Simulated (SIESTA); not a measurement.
MnO2:

```
CELL_PARAMETERS angstrom
2.85658 0.00000 0.00000
-1.42829 2.47387 0.00000
0.00000 0.00000 4.60137
ATOMIC_POSITIONS crystal
Mn 0.00000 0.00000 0.50000
O 0.33333 0.66667 0.70629
O 0.66667 0.33333 0.29371
```

Measurements of this composition are mostly on another form, of space group No. 136.

Base run:

- Program: SIESTA 5.4.2
- Functional: PBEsol
- Potentials or basis: PseudoDojo 0.4 standard (PBEsol files)
- Basis: SZ (energy shift 0.003 Ry)
- Grid cutoff: 800 Ry
- Energy shift: 0.003 Ry
- k mesh: 11 × 11 × 6
- Occupations: fermi-dirac, width 0.05 eV
- Spin: collinear spin, ferromagnetic start
- Starting moments: [4.0, 0.0, 0.0] μB

Its results: band gap on the k mesh none (metal or under the smearing width); pressure 0.5 GPa; net moment 2.96 μB per cell; site moments Mn +2.66; O +0.15 μB; largest force 0.498 eV/Å.

Task: The run is repeated on the same cell with these changes: basis from SZ (energy shift 0.003 Ry) to TZDP (energy shift 0.003 Ry; two zetas on semicore shells). What comes out?

Result: Band gap on the k mesh 0.72 eV, indirect (least direct gap 0.78 eV); pressure 0.7 GPa; net moment 3.00 μB per cell; site moments Mn +2.93; O +0.03 μB; largest force 0.169 eV/Å.

Caveats: short orbitals over semicore shells can move pressures by several GPa; the basis of atomic orbitals isn't converged, which shifts pressures, moduli and gaps; a cell with one magnetic atom can't hold antiferromagnetic order, which such compounds often take; the basis has no polarisation orbitals (some runs); semilocal functionals often make such compounds metallic where correlation or magnetic order opens a gap, which also shifts bond lengths (some runs).
